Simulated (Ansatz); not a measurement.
## Relaxation path: HgTe (zincblende type)

DFT, PBE, PAW with Ansatz's default frozen-core files, scalar-relativistic (Ansatz 0.2.0); a Γ-centred 11×11×11 k mesh, Fermi–Dirac smearing of 0.1 eV, no spin polarisation. The run relaxes cell and atoms at a target pressure of -0.021 GPa.

Command: `ansatz run input.yaml --threads 1 --pin off --max-ram 3584MiB --backend cpu --events-out ev --progress --plain --runs-dir out` It took 57 s on 1 thread of Intel(R) Xeon(R) Platinum 8488C (Sapphire Rapids), on a shared host, peak memory 0.48 GiB.

```yaml
crystal:
  lattice:
    - [0.0, 3.2647334647, 3.2647334647]
    - [3.2647334647, 0.0, 3.2647334647]
    - [3.2647334647, 3.2647334647, 0.0]
  atoms:
    - { symbol: Hg, position: [0.0, 0.0, 0.0] }
    - { symbol: Te, position: [0.25, 0.25, 0.25] }
kpoints:
  mp_grid: { grid: [11, 11, 11] }
scf:
  occupations: { method: fermi_dirac, width: 0.1 }
hamiltonian:
  xc: pbe
  pseudopotentials: { kind: paw }
output:
  forces: true
  stress: true
  eigenvalues: true
  write_density: true
  write_potential: true
  elf: true
  volumetric_format: npy
relax:
  f_tol: 0.005
  max_steps: 40
  cell: { p_target: -0.021, stress_tol: 0.03 }
```

Each step lists its enthalpy F + pV a cell above the last geometry, the pressure, the cell vectors (Å), and Cartesian positions (Å) with forces (eV/Å).

The first step:

```
step 1  dH = 25.29 meV  P = 2.18 GPa
  cell 0.0000 3.2647 3.2647  3.2647 0.0000 3.2647  3.2647 3.2647 0.0000
  Hg 0.0000 0.0000 0.0000   0.0000 0.0000 0.0000
  Te 1.6324 1.6324 1.6324   0.0000 0.0000 0.0000
```

Spin–orbit coupling is left out, which matters for the heavy atoms.

Question: Where does the relaxation end, and by which steps?

Answer: After 4 geometries, with conventional a, b, c = 6.653, 6.653, 6.653 Å, at 36.814 Å³/atom (+5.80 % against the start) in space group F-43m, with a shortest distance of 2.881 Å. The further steps:
```
step 2  dH = 3.86 meV  P = -0.71 GPa
  cell 0.0000 3.3505 3.3505  3.3505 0.0000 3.3505  3.3505 3.3505 0.0000
  Hg 0.0000 0.0000 0.0000   0.0000 0.0000 0.0000
  Te 1.6753 1.6753 1.6753   0.0000 0.0000 0.0000
step 3  dH = 0.08 meV  P = -0.10 GPa
  cell 0.0000 3.3292 3.3292  3.3292 0.0000 3.3292  3.3292 3.3292 0.0000
  Hg 0.0000 0.0000 0.0000   0.0000 0.0000 0.0000
  Te 1.6646 1.6646 1.6646   0.0000 0.0000 0.0000
step 4  dH = 0.00 meV  P = -0.02 GPa
  cell 0.0000 3.3266 3.3266  3.3266 0.0000 3.3266  3.3266 3.3266 0.0000
  Hg 0.0000 0.0000 0.0000   0.0000 0.0000 0.0000
  Te 1.6633 1.6633 1.6633   0.0000 0.0000 0.0000
step 5  dH = -0.74 meV  P = -0.03 GPa  (same geometry on a basis chosen anew; earlier energies don't compare to the last digit)
  cell 0.0000 3.3266 3.3266  3.3266 0.0000 3.3266  3.3266 3.3266 0.0000
  Hg 0.0000 0.0000 0.0000   0.0000 0.0000 0.0000
  Te 1.6633 1.6633 1.6633   0.0000 0.0000 0.0000
```
